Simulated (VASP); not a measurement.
Crystal: MnS.

```
Mn S
1.0
    -1.83000   -1.05655    5.94184
     1.83000   -1.05655    5.94184
     0.00000    2.11310    5.94184
Mn S
2 2
Direct
  0.00000 0.00000 0.00000
  0.50000 0.50000 0.50000
  0.25000 0.25000 0.25000
  0.75000 0.75000 0.75000
```

The cell is a database's computed one.

Base run:

| Item | Value |
| --- | --- |
| Program | VASP 6.6.1 |
| Functional | PBEsol |
| Potentials or basis | VASP PAW PBE potentials, release 64 (Mn_pv, S) |
| Cutoff | 520 eV |
| k mesh | 9 × 9 × 9 |
| Occupations | fermi-dirac, width 0.05 eV |
| Spin | collinear spin, antiferromagnetic start |
| Starting moments | [4.0, -4.0, 0.0, 0.0] μB |
| Hubbard terms | Mn d U = 6 eV |

Its results: band gap on the k mesh 2.54 eV; pressure 3.2 GPa; net moment 0.00 μB per cell; site moments Mn +4.58, -4.58; S +0.00 μB.

**Question.** After a change of settings the same cell gave: band gap on the k mesh 2.44 eV; pressure 2.2 GPa; net moment 0.00 μB per cell; site moments Mn +4.54, -4.54; S +0.00 μB. Which change was it?
A. hubbard terms from Mn d U = 6 eV to none
B. hubbard terms from Mn d U = 6 eV to Mn d U = 3 eV
C. hubbard terms from Mn d U = 6 eV to Mn d U = 5 eV

**Answer.** C.

Caveats: the PAW data sets were made with another functional, which shifts forces and pressure a little; an odd mesh through Γ misses points on the zone boundary, where band edges often lie.

Not every run made on this cell is shown here.
